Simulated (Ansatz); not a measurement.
**BAs and the effect of the pressure**

The cell as given:

Space group F-43m (No. 216). a = 4.777 Å, b = 4.777 Å, c = 4.777 Å, α = 90.00°, β = 90.00°, γ = 90.00°
```
atom  site  symmetry       x       y       z
  As    4c      -43m  0.2500  0.2500  0.2500
   B    4a      -43m  0.0000  0.0000  0.0000
```

Kept alike: task relaxation of cell and atoms; functional PBEsol; k mesh 10 × 10 × 10; occupations fermi-dirac, width 0.05 eV; no spin polarisation. Program: Ansatz, all-electron LAPW, scalar-relativistic. The mesh is that of the run's cell of 2 atoms. No spin-orbit coupling.

```csv
"pressure, P (GPa)",band gap (eV),volume (Å³/atom)
0,1.081,13.545
5,1.048,13.102
10,1.018,12.722
20,0.965,12.094
30,0.919,11.588
```

Spin-orbit coupling, left out here, moves the band edges of heavy atoms and can close or invert small gaps. Gaps hold for each row's own relaxed cell. The relaxations keep at least the cell's symmetry (F-43m). The runs follow the start's structure, whether or not it is the stable one at these pressures. P is the pressure aimed at, which the runs meet within some hundredths to tenths of a GPa. A gap read on the mesh alone can miss an edge between its points.

The band gap falls from 1.081 to 0.919 eV between 0 and 30 GPa. The volume falls from 13.545 to 11.588 Å³/atom between 0 and 30 GPa. The volume falls ever more slowly, since the solid stiffens under load. At the pressures aimed at, which the runs meet within some tenths of a GPa, the step from 0 to 5 GPa gives a mean bulk modulus near 150 GPa, the last step 234 GPa.

Compression narrows the gap of BAs at every step, though the stronger overlap of shorter covalent bonds widens the bonding-antibonding splitting. The likely reason is the indirect nature of the gap: the lowest conduction states lie along the line from Γ towards X, and in tetrahedral semiconductors such valleys typically sink relative to the valence-band top under pressure, while the antibonding s-like state at Γ rises. The gap falls less per GPa at higher load, but not less per unit of volume lost. The flattening with pressure therefore reflects the stiffening of the lattice, not a weaker response of the band edges to compression.

The gap of 1.081 eV at zero pressure is well below the measured one, as expected of a semilocal functional, which lacks the derivative discontinuity of the exchange-correlation potential. The downward trend is better supported than the absolute gaps. Since the direct gap isn't resolved separately, the narrowing doesn't establish a red shift of the strong direct optical absorption.
